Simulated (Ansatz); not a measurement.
# Sb (R-3m) in Ansatz: further runs

One crystal, Sb, is run at these levels: HSE06 form with a typed share of exact exchange; tasks: single point.

Program: Ansatz 0.2.0. These are calculated values, not measurements. Logs are shortened: lines on timing, memory, paths and dates and some standing lists are left out, and cuts for length are marked.

### 1 The crystal as given

Symmetry: R-3m, No. 166, trigonal system. The conventional cell has a = 4.308 Å, b = 4.308 Å, c = 11.274 Å, α = 90.00°, β = 90.00°, γ = 120.00°. Around Sb (site symmetry 3m) lie 3 Sb at 2.91 Å.

### 2 Single point, HSE06 form with a typed share of exact exchange

Input file input.yaml:

```yaml
crystal:
  lattice:
    - [2.1542, 1.2437279499, 3.758]
    - [-2.1542, 1.2437279499, 3.758]
    - [0.0, -2.4874558998, 3.758]
  atoms:
    - { symbol: Sb, position: [0.76651, 0.76651, 0.76651] }
    - { symbol: Sb, position: [0.23349, 0.23349, 0.23349] }
hamiltonian:
  xc: { exchange: pbe, correlation: pbe, exx: { coeff: 0.4, omega: 0.2 } }
  pseudopotentials: { kind: paw }
kpoints:
  mp_grid: { grid: [4, 4, 4] }
scf:
  occupations: { method: fermi_dirac, width: 0.05 }
output:
  forces: true
  stress: true
  eigenvalues: true
```

Potentials or basis: Ansatz PAW.

Command:

```bash
> ansatz run input.yaml --threads 2 --pin off --max-ram 5632MiB --backend cpu --events-out ev --progress --plain --runs-dir out
```

The log of the run:

```text
Warning: output.stress: scf.convergence.dr2_threshold = 1e-7 eV (the SCF's general default) is looser than the 2e-10 eV advised for a printed stress (1e-10 eV for each atom of the cell: 2). What an SCF threshold leaves in a stress goes as its square root, and in the free energy as the threshold itself, and one threshold admits the most on a small cell: of the crystals measured, under no hybrid functional and no lock of the moments, on runs that ended without the residual-converged pass, on stresses that held no estimate of that error, the worst erred by over 100 MPa in a component at 1e-7 eV an atom and by under 5 at 1e-10. Set scf.convergence.dr2_threshold to 2e-10 eV or tighter. The threshold is an SCF's pass mark: one that does not reach it within its budget of iterations ends unconverged, or closes short of it on a stop that the run arms, and scf.convergence.dr2_threshold's page says what that costs each kind of run
Warning: output.stress: scf.exx.energy_threshold = 1e-6 eV is looser than the 2e-8 eV advised for a stress under a hybrid functional (1e-8 eV for each atom of the cell: 2). Every SCF of the exchange loop can meet its threshold on dr2 while the loop round them stops early: no threshold on dr2 bounds what that leaves in the stress. Set scf.exx.energy_threshold to 2e-8 eV or tighter. The threshold is the loop's pass mark: a loop that does not reach it within its budget of cycles ends unconverged, and scf.exx.energy_threshold's page has the law
Warning: RAYON_NUM_THREADS=2 ignored (pool sized by the plan → 2); use --threads N
Engine: ansatz 0.2.0, x86_64-unknown-linux-gnu
Pseudopotentials: kind: paw
Pseudopotential: Sb, paw, valence charge 15, recommended cutoff 420 eV (normal), Sb.paw.azcp
Functional definition: unnamed
  parameter a_1 = 0.4
  parameter omega_1 = 0.2/angstrom
  exchange = pbe_x + (-a_1)*pbe_x_sr(omega_1) + a_1*exact_x_sr(omega_1)
  correlation = pbe_c
Crystal: 2 atoms, lattice volume = 60.411 Å³
Basis set: ecut = 420 eV, 1195 PW (Γ), exchange–correlation on 64×64×64 points (8 copies of the dense FFT grid, shifted against one another)
Bands: 19, of which v1, the nominal top of the filled ones, is band 15 counted from 1 (14 counted from 0)
Symmetry: 12 space group operations
Space group: R-3m (ITA 166), of the structure as read, at distance tolerance 3.9e-5 Å
k-points: 13 of 64
Non-local potential: Sb, projectors of the file, l = 0: 2, l = 1: 2, l = 2: 2, l = 3: 2
PAW form: soft (Blöchl's): semilocal exchange-correlation on the pseudo side does not see the compensation charge
PAW frozen core: Sb, regenerated for the run's functional, and the local potential with it (the file was generated under x = pbe(κ = 0.804, μ = 0.2195149727645171), c = pbe(β = 0.06672455060314922))
PAW one-centre angular grid: Sb, 590 points (default); XC on 64 Gauss nodes
Initial density: superposition of atomic densities (neutral atoms: chi_scale 0, normalization atom), corrected by the library's trained network
Initial wavefunctions: pseudopotential atomic-orbital guess
Functional: x = pbe(κ = 0.804, μ = 0.2195149727645171), c = pbe(β = 0.06672455060314922), warm-up for x = pbe(κ = 0.804, μ = 0.2195149727645171) + 0.4 (exact − pbe) at short range (hse, ω = 0.2 Å⁻¹), c = pbe(β = 0.06672455060314922)
SCF iter   1: F=—  HF=-12969.000605 eV  |F-HF|=—  |Δ(HF+E_count)|=         —  Δρ=1.56e-3  dr2=1.84e-3  ethr=1.77e-3  ⟨swp⟩=8.0  Hψ=1004  notcnv=0
preconditioner: auto → none  [insulator: Δε(μ)=0.113 eV  Ē_g=8.681 eV  σ=0.050 eV  W_gap=0.51  n_scr=14 (ndim 8)  ℏωp=15.1 eV  f_vac=0.002  D(μ)=0.70/eV (n_scr^D=0)]
SCF iter   2: F=—  HF=-12969.001035 eV  |F-HF|=—  |Δ(HF+E_count)|=   4.30e-4  Δρ=7.44e-4  dr2=2.72e-4  ethr=6.15e-6  ⟨swp⟩=3.2  Hψ=686  notcnv=0  defer=1
iter 3 solved again at ethr=7.71e-8 eV; its pass at ethr=9.07e-7 eV (dr2=2.31e-5 eV) is discarded
SCF iter   3: F=—  HF=-12969.001127 eV  |F-HF|=—  |Δ(HF+E_count)|=   9.23e-5  Δρ=1.81e-4  dr2=2.39e-5  ethr=7.71e-8  ⟨swp⟩=2.8  Hψ=941  notcnv=0
SCF iter   4: F=—  HF=-12969.001134 eV  |F-HF|=—  |Δ(HF+E_count)|=   6.73e-6  Δρ=3.86e-5  dr2=4.92e-7  ethr=7.71e-8  ⟨swp⟩=3.0  Hψ=512  notcnv=0
SCF iter   5: F=—  HF=-12969.001134 eV  |F-HF|=—  |Δ(HF+E_count)|=   5.45e-7  Δρ=7.72e-6  dr2=2.24e-8  ethr=1.64e-9  ⟨swp⟩=3.2  Hψ=647  notcnv=0
SCF iter   6: F=—  HF=-12969.001134 eV  |F-HF|=—  |Δ(HF+E_count)|=   4.56e-9  Δρ=2.23e-6  dr2=2.07e-9  ethr=7.46e-11  ⟨swp⟩=3.3  Hψ=650  notcnv=0
SCF iter   7: F=-12969.001134 eV  HF=-12969.001134 eV  |F-HF|=9.09e-12  |Δ(HF+E_count)|=  3.35e-10  Δρ=4.33e-7  dr2=5.91e-11  ethr=6.92e-12  ⟨swp⟩=3.0  Hψ=646  notcnv=0
SCF 1 converged in 7 iterations: F = -12969.001134 eV  dr2 = 5.91e-11
Initial density: handed on by an earlier stage of this run
Initial wavefunctions: those handed on with the density
Functional: x = pbe(κ = 0.804, μ = 0.2195149727645171) + 0.4 (exact − pbe) at short range (hse, ω = 0.2 Å⁻¹), c = pbe(β = 0.06672455060314922)
Exchange kernel: α = 0.4000, screened, ω = 0.2000 Å⁻¹, Wigner–Seitz truncation, v(0) = 1116.6775 eV·Å³, q-mesh 4×4×4, nearest image of the exchange supercell L = 17.23 Å, pair-density grid 18×18×18, without the augmentation charges, whose exchange is taken in its separable form by FFT convolution over the k-point mesh (sized by the pseudopotential files, 24×24×27 at the most), smooth part of the exact exchange by density-matrix convolution
Frozen-core exchange: fock
iter 1 solved again at ethr=4.54e-5 eV; its pass at ethr=1.00e-1 eV (dr2=1.36e-2 eV) is discarded
SCF iter   1: F=—  HF=-12982.638138 eV  |F-HF|=—  |Δ(HF+E_count)|=         —  Δρ=6.84e-3  dr2=1.70e-2  ethr=4.54e-5  ⟨swp⟩=4.5  Hψ=1481  notcnv=0
preconditioner: auto → none  [insulator: Δε(μ)=0.320 eV  Ē_g=10.422 eV  σ=0.050 eV  W_gap=0.91  n_scr=14 (ndim 8)  ℏωp=15.1 eV  f_vac=0.001  D(μ)=0.08/eV (n_scr^D=0)]
SCF iter   2: F=—  HF=-12982.652473 eV  |F-HF|=—  |Δ(HF+E_count)|=   1.43e-2  Δρ=3.41e-3  dr2=4.44e-3  ethr=4.39e-5  ⟨swp⟩=3.0  Hψ=489  notcnv=0
SCF iter   3: F=—  HF=-12982.653870 eV  |F-HF|=—  |Δ(HF+E_count)|=   1.40e-3  Δρ=7.92e-4  dr2=2.20e-4  ethr=1.06e-5  ⟨swp⟩=3.6  Hψ=600  notcnv=0
SCF iter   4: F=—  HF=-12982.653938 eV  |F-HF|=—  |Δ(HF+E_count)|=   6.87e-5  Δρ=2.14e-4  dr2=1.32e-5  ethr=5.71e-7  ⟨swp⟩=4.0  Hψ=776  notcnv=0
SCF iter   5: F=-12982.653936 eV  HF=-12982.653937 eV  |F-HF|=8.72e-7  |Δ(HF+E_count)|=   1.61e-6  Δρ=4.30e-5  dr2=1.21e-6  ethr=3.63e-8  ⟨swp⟩=3.8  Hψ=675  notcnv=0
SCF 2 stopped early in 5 iterations: F = -12982.653936 eV  dr2 = 1.21e-6
  Residual-converged pass: ⟨swp⟩=3.9  Hψ=678  notcnv=0  max |occ|·‖R‖ = 6.6e-6 eV (tolerance 6.7e-6 eV)  dr2=1.29e-6  dr2_onsite=2.34e-7  max |Δocc| = 2.2e-10
hybrid outer 1: dexx = +2.545e-2 eV, tail = 3.87e-4 eV
Exchange kernel: α = 0.4000, screened, ω = 0.2000 Å⁻¹, Wigner–Seitz truncation, v(0) = 1116.6775 eV·Å³, q-mesh 4×4×4, nearest image of the exchange supercell L = 17.23 Å, pair-density grid 18×18×18, without the augmentation charges, whose exchange is taken in its separable form by FFT convolution over the k-point mesh (sized by the pseudopotential files, 24×24×27 at the most), smooth part of the exact exchange by density-matrix convolution
Frozen-core exchange: fock
SCF iter   1: F=—  HF=-12982.653026 eV  |F-HF|=—  |Δ(HF+E_count)|=         —  Δρ=8.05e-5  dr2=5.23e-6  ethr=6.45e-6  ⟨swp⟩=2.9  Hψ=524  notcnv=0
preconditioner: auto → none  [insulator: Δε(μ)=0.329 eV  Ē_g=10.445 eV  σ=0.050 eV  W_gap=0.92  n_scr=14 (ndim 8)  ℏωp=15.1 eV  f_vac=0.001  D(μ)=0.07/eV (n_scr^D=0)]
SCF iter   2: F=—  HF=-12982.653037 eV  |F-HF|=—  |Δ(HF+E_count)|=   1.02e-5  Δρ=7.60e-5  dr2=2.58e-6  ethr=1.48e-8  ⟨swp⟩=4.0  Hψ=767  notcnv=0
SCF iter   3: F=—  HF=-12982.653036 eV  |F-HF|=—  |Δ(HF+E_count)|=   2.20e-7  Δρ=2.02e-5  dr2=1.47e-7  ethr=8.32e-9  ⟨swp⟩=2.5  Hψ=457  notcnv=0
SCF iter   4: F=—  HF=-12982.653036 eV  |F-HF|=—  |Δ(HF+E_count)|=   1.03e-8  Δρ=7.56e-6  dr2=2.24e-8  ethr=4.79e-10  ⟨swp⟩=3.4  Hψ=692  notcnv=0  defer=1
SCF iter   5: F=—  HF=-12982.653036 eV  |F-HF|=—  |Δ(HF+E_count)|=   6.62e-9  Δρ=2.22e-6  dr2=1.65e-9  ethr=7.18e-11  ⟨swp⟩=3.5  Hψ=555  notcnv=0  defer=2
SCF iter   6: F=-12982.653036 eV  HF=-12982.653036 eV  |F-HF|=1.71e-10  |Δ(HF+E_count)|=  2.82e-10  Δρ=7.36e-7  dr2=2.14e-10  ethr=5.07e-12  ⟨swp⟩=4.2  Hψ=722  notcnv=0
SCF 3 converged in 6 iterations: F = -12982.653036 eV  dr2 = 2.14e-10
  Residual-converged pass: ⟨swp⟩=3.2  Hψ=591  notcnv=0  max |occ|·‖R‖ = 2.7e-7 eV (tolerance 2.7e-7 eV)  dr2=2.15e-10  dr2_onsite=4.57e-11  max |Δocc| = 1.4e-12
hybrid outer 2: dexx = +6.670e-6 eV, tail = 1.40e-7 eV, Δε = 5.05e-3 eV (about 1.78e-4 eV left of the loop's levels), ΔF = 1.18e-3 eV/Å (tail 5.62e-4)
Exchange kernel: α = 0.4000, screened, ω = 0.2000 Å⁻¹, Wigner–Seitz truncation, v(0) = 1116.6775 eV·Å³, q-mesh 4×4×4, nearest image of the exchange supercell L = 17.23 Å, pair-density grid 18×18×18, without the augmentation charges, whose exchange is taken in its separable form by FFT convolution over the k-point mesh (sized by the pseudopotential files, 24×24×27 at the most), smooth part of the exact exchange by density-matrix convolution
Frozen-core exchange: fock
SCF iter   1: F=—  HF=-12982.653036 eV  |F-HF|=—  |Δ(HF+E_count)|=         —  Δρ=2.80e-6  dr2=3.72e-9  ethr=2.33e-9  ⟨swp⟩=4.6  Hψ=608  notcnv=0
preconditioner: auto → none  [insulator: Δε(μ)=0.328 eV  Ē_g=10.445 eV  σ=0.050 eV  W_gap=0.92  n_scr=14 (ndim 8)  ℏωp=15.1 eV  f_vac=0.001  D(μ)=0.07/eV (n_scr^D=0)]
SCF iter   2: F=-12982.653036 eV  HF=-12982.653036 eV  |F-HF|=4.67e-10  |Δ(HF+E_count)|=   7.32e-9  Δρ=1.65e-6  dr2=1.06e-9  ethr=9.44e-12  ⟨swp⟩=4.0  Hψ=752  notcnv=0
SCF 4 converged in 2 iterations: F = -12982.653036 eV  dr2 = 1.06e-9
  Residual-converged pass: ⟨swp⟩=3.1  Hψ=562  notcnv=0  max |occ|·‖R‖ = 2.7e-7 eV (tolerance 2.7e-7 eV)  dr2=1.06e-9  dr2_onsite=1.00e-10  max |Δocc| = 3.9e-14
hybrid outer 3: dexx = +7.230e-9 eV, tail = 2.50e-9 eV, Δε = 1.27e-4 eV (about 2.08e-5 eV left of the loop's levels), ΔF = 6.70e-4 eV/Å (tail 1.88e-4)
hybrid SCF converged: 3 outer / 13 inner (+7 warm-up), last move |dexx| = 7.23e-9 eV, tail = 2.50e-9 eV
Stability not checked: this state was not tested for a lower state beside it, because the functional holds exact exchange (a hybrid, or Hartree-Fock), whose exchange loop this test does not read (fock_operator; see scf.lower_state_search)
Free energy (F): -12982.653036 eV
Frozen-core exchange: fock
Harris-Foulkes:  -12982.653036 eV  (|F-HF|=4.67e-10)
Internal energy: -12982.652187 eV  (E = F + TS)
E sigma→0 (E₀):  -12982.652612 eV
Entropy (-TS):   -0.000848 eV (-0.424 meV/atom)
Fermi energy:    9.874845 eV
--- Per-component energies (eV) ---
  E_band       = -436.775593
  E_kinetic    = 412.243096
  E_local      = -3189.824438  (includes V_loc(G=0)·N_el)
  E_nonlocal   = 722.937544
  E_hartree    = 1450.309272
  E_xc         = -189.214690
  E_vxc        = -132.684225  (∫ρ·V_xc dr)
  E_exx        = -130.465374  (= α·E_x^exact, valence–valence)
  E_paw        = -9123.846274  (= ΣΔE_a)
  E_vpaw       = -889.135814  (= ΣTr[D̂ρ^β])
  E_aug_tail   = -0.000003  (compensation charges beyond the density's cutoff)
  E_ewald      = -2934.870052
  E_core_change = 0.078733  (= ΣΔE_core)
  E_smearing   = -0.000848  (= −TS)
  E_closure    = -0.000000  (closes the sum)
  Σ components = -12982.653036   (vs F -12982.653036, Δ=0.00e0)
--- Forces (eV/Å), atoms counted from 1 ---
  atom   1  Sb    -0.00000000     0.00000000     0.50855320
  atom   2  Sb    -0.00000000    -0.00000000    -0.50855320
  max |Σ_I F_I| component: 1.11e-16 eV/Å
--- Stress (GPa, compression-positive) ---
       -0.250043       0.000000      -0.000000
        0.000000      -0.250043       0.000000
        0.000000       0.000000      -0.704262
  P = ⅓ Tr σ = -0.4014 GPa (-4.014 kbar)
--- Band table (eV; the first three rows and the last of 13) ---
  k-point 0: bands = ["-23.6761", "-23.6761", "-23.5768", "-23.5768", "-23.5335", "-23.4464", "-23.4464", "-23.4261", "-23.3678", "-23.3678", "-5.1927", "4.5916", "7.2673", "7.6144", "7.6144", "12.5975", "13.3703", "13.3703", "15.8069"]
  k-point 1: bands = ["-23.6521", "-23.6392", "-23.5639", "-23.5543", "-23.5191", "-23.4638", "-23.4582", "-23.4481", "-23.3980", "-23.3947", "-4.3791", "1.7280", "7.3679", "7.4854", "8.6729", "11.6189", "11.7986", "11.8576", "15.6140"]
  k-point 2: bands = ["-23.6220", "-23.5746", "-23.5418", "-23.5191", "-23.5112", "-23.4989", "-23.4944", "-23.4628", "-23.4337", "-23.4307", "-2.3607", "-1.5214", "7.4286", "7.5714", "9.4063", "10.0677", "10.4599", "10.7248", "18.5480"]
  k-point 12: bands = ["-23.6242", "-23.6242", "-23.5561", "-23.5561", "-23.5103", "-23.4603", "-23.4603", "-23.4472", "-23.4264", "-23.4264", "-3.3299", "-0.7948", "8.1577", "8.1577", "9.7393", "10.2931", "10.2931", "11.2255", "17.9774"]
```

It took 10 s on 2 threads of Intel Xeon 6975P-C (Granite Rapids), shared host; peak memory 0.76 GiB.

Results:

- Free energy: -12982.6530 eV
- Pressure: -0.4 GPa
- Largest force: 0.509 eV/Å
- Band gap on the k mesh: 0.33 eV, indirect (least direct gap 0.55 eV)

Forces on the atoms (eV/Å):
```
Sb   0.000  0.000  0.509
Sb   0.000  0.000 -0.509
```

Caveat: the k mesh is coarse (spacing up to 0.44 Å⁻¹), so the values aren't converged, least of all with exact exchange; spin-orbit coupling is left out, which moves the levels of the heavy elements; the PAW data sets come from PBE, with cores solved anew for the run's functional, which leaves a small shift of forces and pressure; the thresholds are loose for stress. A k mesh can miss the band edges.

(Part 1 of 2 ends here.)
